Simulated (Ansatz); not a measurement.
# SnS$_{2}$ (P-3m1) at 2 levels of theory

One geometry, relaxed with PBE; plane waves with PAW potentials in Ansatz, scalar-relativistic. No spin polarisation. Gaps are the least over mesh and band path; pressure is positive in compression.

```
Sn S
1.0
     3.70269    0.00000    0.00000
    -1.85135    3.20662    0.00000
     0.00000    0.00000    6.93274
Sn S
1 2
Direct
  0.00000 0.00000 0.00000
  0.66667 0.33333 0.21321
  0.33333 0.66667 0.78679
```

```csv
level,cutoff (eV),k mesh,gap (eV),pressure (GPa)
PBE,420,12×12×4,1.54,0.0
```

Task: What comes out on the same cell with r2SCAN?

Result:
```csv
level,cutoff (eV),k mesh,gap (eV),pressure (GPa)
r2SCAN,500,12×12×4,1.85,-1.9
```

The cell holds layers, chains or molecules and no dispersion correction was added, so their binding is poorly described.

It was relaxed from a measured cell (COD).
